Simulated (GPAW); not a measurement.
Wanted: an ASE script for a GPAW 26.7.0 run.

* Task: relaxation of cell and atoms
* Functional: BLYP
* Potentials or basis: PAW data sets generated in the run's folder for this functional
* Cutoff: 600 eV
* Basis: pw
* k mesh: 9 × 9 × 4
* Occupations: fermi-dirac, width 0.05 eV
* Spin: no spin polarisation
* Eigensolver: davidson
* Maxiter: 150
* Optimizer: BFGS
* Fmax: 0.01 eV/Å
* Max steps: 40
* Convergence: density=1e-05 forces=0.0001

The structure of MoS2 lies in POSCAR:

```
MoS2
1.0
    3.2274645616      0.0000000000      0.0000000000
   -1.6137322808      2.7950663001      0.0000000000
    0.0000000000      0.0000000000      6.3124734200
Mo S
1 2
Direct
    0.0000000000      0.0000000000      0.5000000000
    0.6666666667      0.3333333333      0.7446806800
    0.3333333333      0.6666666667      0.2553193200
```

Measurements of this composition are mostly on another form, of space group No. 194.

The input as run:

run.py

```python
from ase.filters import FrechetCellFilter
from ase.io import read, write
from ase.optimize import BFGS
from gpaw import GPAW, PW, setup_paths

setup_paths.insert(0, '.')

atoms = read('POSCAR')

calc = GPAW(mode=PW(600),
            xc='BLYP',
            kpts={'size': (9, 9, 4), 'gamma': True},
            occupations={'name': 'fermi-dirac', 'width': 0.05},
            nbands=25,
            convergence={'density': 1e-05, 'forces': 0.0001},
            eigensolver='davidson',
            maxiter=150,
            txt='gpaw.txt')
atoms.calc = calc
opt = BFGS(FrechetCellFilter(atoms), trajectory='relax.traj', logfile='-')
done = opt.run(fmax=0.01, steps=40)
calc.write('gs.gpw')
write('result.traj', atoms)
print('Converged:', done)
print('Cell:', atoms.cell.cellpar().round(4))
print('Volume:', round(atoms.get_volume(), 4))
print(atoms.get_scaled_positions().round(5))
```

Potentials or basis: PAW data sets generated in the run's folder for this functional, pw.

Launch:

```bash
$ gpaw-setup -f BLYP Mo S
$ OMP_NUM_THREADS=1 python run.py
```

It gave:

```
Relaxed volume                         : 26.20 Å³/atom
Relaxed cell                           : a = 3.305 Å, b = 3.305 Å, c = 8.312 Å, α = 90.00°, β = 90.00°, γ = 120.00°
Space group after relaxing (to 0.05 Å) : P-3m1 (No. 164)
Energy gained by relaxing              : 39.3 meV/atom
Ionic steps                            : 19
Pressure after relaxing                : 0.0 GPa
Band gap on the k mesh                 : none (metal or under the smearing width)
```

Caveat: later steps reuse the first step's grids; the volume moved by over 15 % at a fixed basis, so the end points are rough; this functional lacks dispersion, which binds the layers, so the pressure and a relaxed spacing across them are unreliable, and here the layers came unbound.

Run time: 12 min on 1 thread of Arm Neoverse V1 (shared host), peak memory 0.33 GiB.
